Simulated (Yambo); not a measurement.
**MgS (Niningerite) in Yambo: convergence with bands in self energy**

MgS (Niningerite):

```
CELL_PARAMETERS angstrom
0.00000 2.60165 2.60165
2.60165 0.00000 2.60165
2.60165 2.60165 0.00000
ATOMIC_POSITIONS crystal
S 0.50000 0.50000 0.50000
Mg 0.00000 0.00000 0.00000
```

```yaml
Program: Yambo 5.3.0
Task: G0W0 quasiparticle levels
Functional: LDA
Potentials_or_basis: PseudoDojo 0.4.1 SR LDA standard
Cutoff: 1143 eV
Density_cutoff: 4572 eV
k_mesh: 6 × 6 × 6
Occupations: fixed
Spin: no spin polarisation
k_mesh_of_the_self-consistent_run: 10 × 10 × 10
Form_of_the_LDA: PW92
Random_integration_of_the_Coulomb_term: yes
Direction_of_the_field_or_of_q_to_0: x + y + z
Broadening: 0.1 eV
States_corrected: Γ and the k points of the band edges
Frequency_dependence_of_W: plasmon pole
Terminator_of_the_band_sum_in_the_self-energy: none
Quasiparticle_equation: linearised (Newton)
Imaginary_frequency_of_the_plasmon-pole_fit: 27.2114 eV
Bands_in_the_response: 158
Bands_in_the_self-energy: 28
Cutoff_of_the_response_matrix: 6 Ry
Cutoff_of_exchange_and_Vxc: 84 Ry
Bands_corrected_first_last: "[8, 9]"
```

These are the settings of the first run; the series varies bands in self energy, with any setting tied to it.

Task: The values tried are 28, 48, 88, 158, loosest first. From which on does the quasiparticle gap at the points computed stay within 0.05 eV of the tightest run that finished?

Result: From 48 on.

| bands in self energy | quasiparticle gap at the points computed (eV) |
| --- | --- |
| 28 | 4.195 |
| 48 | 4.225 |
| 88 | 4.244 |
| 158 | 4.253 |

The tightest run that finished is the yardstick and may itself not be fully converged.

Caveat, for the tightest run too: this version prints the column dSc/dw multiplied by 27.2.
